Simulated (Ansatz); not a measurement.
**Phonons of GaP**

Method: PBEsol, scalar-relativistic; no spin polarisation; PAW, 420 eV, Gaussian smearing of 0.05 eV; code Ansatz; PAW files: Ansatz's generated set soft_2.

```
Ga P
1.0
     0.00000    2.71924    2.71924
     2.71924    0.00000    2.71924
     2.71924    2.71924    0.00000
Ga P
1 1
Direct
  0.00000 0.00000 0.00000
  0.75000 0.75000 0.75000
```

The chain of runs began from a cell as deposited in COD, expanded in volume.

Force constants come from finite displacements in a 3×3×3 supercell (the unit cell's 9×9×9 k-mesh, folded to it); the long-range dipole term is included. Points in reciprocal vectors of this cell: Γ = (0.000, 0.000, 0.000), X = (-0.500, -0.500, 0.000), U = (-0.375, -0.375, 0.250), K = (-0.375, 0.000, 0.375), L = (0.000, 0.000, 0.500), W = (-0.500, -0.250, 0.250).

Frequencies at the named points (cm⁻¹, imaginary ones negative):
```tsv
point	ω (cm⁻¹)
Γ	0 0 0 357 357 389
X	96 96 244 354 354 363
U	100 130 223 332 353 383
K	100 130 223 332 353 383
L	79 79 227 355 355 364
W	115 128 219 327 357 383
```

Question: Is the structure dynamically stable along this path, and where does the spectrum end?

Answer: Yes: no branch is imaginary beyond numerical noise. The highest frequency is 389 cm⁻¹, at Γ. Points that don't fit the supercell are interpolated.

Question: What does the harmonic approximation give for the vibrational free energy, entropy and heat capacity?

Answer: Zero-point energy 45.6 meV/atom.
```tsv
T (K)	F_vib (meV/atom)	S (J/K per mole of atoms)	C_V (J/K per mole of atoms)
100	42.7	7.8	11.2
200	29.0	18.3	18.8
300	5.6	26.6	21.8
400	-25.4	33.0	23.1
500	-62.4	38.3	23.7
600	-104.4	42.6	24.1
700	-150.5	46.3	24.3
800	-200.3	49.6	24.5
900	-253.2	52.5	24.6
1000	-309.0	55.1	24.6
```

The highest mode, 389 cm⁻¹, is worth 560 K. At 300 K the heat capacity has reached 87 % of the classical limit 3R = 24.9 J/K per mole of atoms, since the stiffer modes are still partly frozen out.

Cost: 3.7 min on 4 threads of Intel(R) Xeon(R) Processor @ 2.70GHz, on a shared host, peak memory 6 GiB.

